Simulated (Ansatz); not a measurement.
A Sn$_{8}$Se$_{13}$ cell: a crystal with Se atoms taken out, relaxed.

```
Sn Se
1.0
     7.53512   -0.39068    0.41876
    -3.42922   -6.56968   -0.20910
    -0.67403    0.00052  -11.75638
Sn Se
8 13
Direct
  0.99852 0.53126 0.51525
  0.98999 0.50299 0.97478
  0.47717 0.49355 0.48416
  0.48779 0.48402 0.04738
  0.95029 0.02112 0.44937
  0.06098 0.99865 0.04020
  0.44666 0.97856 0.52306
  0.56494 0.02318 0.97217
  0.88016 0.14284 0.86460
  0.33027 0.15894 0.35525
  0.36284 0.21463 0.87614
  0.79128 0.62173 0.35119
  0.28906 0.68302 0.36242
  0.36595 0.66758 0.87662
  0.16644 0.35662 0.15112
  0.17478 0.33302 0.62180
  0.69100 0.29028 0.14271
  0.66958 0.33040 0.63041
  0.12537 0.86619 0.62866
  0.68784 0.84078 0.14652
  0.66406 0.81305 0.62277
```

The calculation used DFT PBEsol, scalar-relativistic, plane waves, PAW in Ansatz.

Plane waves to 420 eV, a k mesh through Γ of 5×5×3 on the computed 21-atom cell and Gaussian smearing (0.02 eV); no spin polarisation.

Q: Describe its local order.

A: Counting as bonded all pairs within 1.2 times the summed covalent radii, but none from a metal cation to another cation:

| atom → neighbour | mean count | mean length (Å) | spread (Å) |
| --- | --- | --- | --- |
| Se → Sn | 3.00 | 2.75 | 0.13 |
| Sn → Se | 4.88 | 2.75 | 0.13 |

Angles between all pairs of such bonds at an atom (mean ± spread): 90 ± 6° at Se, 104 ± 29° at Sn.

Q: Does it have a gap?

A: It has a gap on the mesh of 0.11 eV. Levels at Γ next to the Fermi level (eV from it): -0.90, -0.68, -0.67, -0.64, -0.38, -0.22, 0.20, 0.40, 0.45, 0.63, 1.26, 1.61. It lies 0.26 eV/atom below the elements' standard states (static lattices, no corrections for gases).

The final mesh leaves forces up to 0.17 eV/Å and stresses up to 0.5 GPa: the relaxation ran on a coarser mesh, so the cell's shape, its bonds and its energy belong partly to that mesh.

The gap is read on a mesh, which can miss the band edges, so it can be too wide. The cell holds layers, and where no dispersion correction was added their binding is poorly described.

Cost: 2 runs of about 36 core-minutes in all (earlier runs that led there not counted), on Arm Neoverse V2 (shared hosts).